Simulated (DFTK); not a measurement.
Set up this calculation in DFTK 0.8.2, as the native input.

- Task: single point
- Functional: PBEsol
- Potentials or basis: dojo.nc.sr.pbesol.v0_4_1.standard.upf (PBEsol)
- Cutoff: 1143 eV
- k mesh: 8 × 8 × 8
- Occupations: fermi-dirac, width 0.05 eV
- Spin: no spin polarisation
- Valence electrons: Al 3, Pt 18
- SCF tolerance on the density: 1e-06

Al2Pt:

```xyz
3
Lattice="0.0000 2.9550 2.9550 2.9550 0.0000 2.9550 2.9550 2.9550 0.0000" Properties=species:S:1:pos:R:3 pbc="T T T"
Pt   -0.0611    0.0180   -0.0098
Al    4.4234    4.4254    4.4543
Al    1.4931    1.4997    1.4770
```

The cell isn't the ideal one: atoms moved at random, drawn with an rms of 0.05 Å.

The input as run:

run.jl

```julia
using DFTK
using PseudoPotentialData
using Unitful, UnitfulAtomic
using LinearAlgebra, Printf
include("save.jl")
disable_threading()

# lattice vectors are the columns
lattice = austrip(1u"Å") * [           0.0          2.955          2.955;
                    2.955            0.0          2.955;
                    2.955          2.955            0.0]
symbols   = [:Pt, :Al, :Al]
positions = [[0.011728, -0.01505, -0.00564],
             [0.754024, 0.753359, 0.743573],
             [0.251032, 0.248813, 0.25647]]
pseudopotentials = PseudoFamily("dojo.nc.sr.pbesol.v0_4_1.standard.upf")
elements = Dict(s => ElementPsp(s, pseudopotentials) for s in unique(symbols))
atoms    = [elements[s] for s in symbols]

build_model(lattice, positions; symmetries=true) =
    model_DFT(lattice, atoms, positions;
              functionals=PBEsol(),
              temperature=austrip(0.05u"eV"),
              smearing=Smearing.FermiDirac(),
              symmetries)
Ecut  = 42.0  # hartree
kgrid = [8, 8, 8]
tol   = 1e-6
to_GPa = ustrip(uconvert(u"GPa", 1u"hartree/bohr^3"))

model = build_model(lattice, positions)
basis = PlaneWaveBasis(model; Ecut, kgrid)
display(basis)
scfres = self_consistent_field(basis;
                               tol,
                               nbandsalg=AdaptiveBands(model; n_bands_converge=17))
display(scfres.energies)
@printf "Fermi level: %.6f eV\n" ustrip(auconvert(u"eV", something(scfres.εF, NaN)))
forces = compute_forces_cart(scfres)
println("Forces (eV/Å)")
for (s, f) in zip(symbols, forces)
    @printf "%-3s %12.6f %12.6f %12.6f\n" s ustrip.(auconvert.(u"eV/Å", f))...
end
stress = compute_stresses_cart(scfres)
println("Stress (GPa)")
display(round.(stress * to_GPa; digits=4))
println("Levels at the first k-point (eV): ", round.(ustrip.(auconvert.(u"eV", scfres.eigenvalues[1][1:scfres.n_bands_converge])); digits=4))
save_scf!(scfres; forces, stress)
```

Potentials or basis: dojo.nc.sr.pbesol.v0_4_1.standard.upf (PBEsol).

The run is started by

```bash
$ julia --threads=1 run.jl  # save.jl only writes the numbers to a file and isn't shown; printed stress counts tension as positive; times include loading and compiling
```

It gave:

```
Pressure               : -0.7 GPa
Largest force          : 0.570 eV/Å
Band gap on the k mesh : none (metal or under the smearing width)
```

Run time: 31 min on 1 thread of Intel(R) Xeon(R) 6975P-C (Granite Rapids), on a shared host, peak memory 13 GiB.
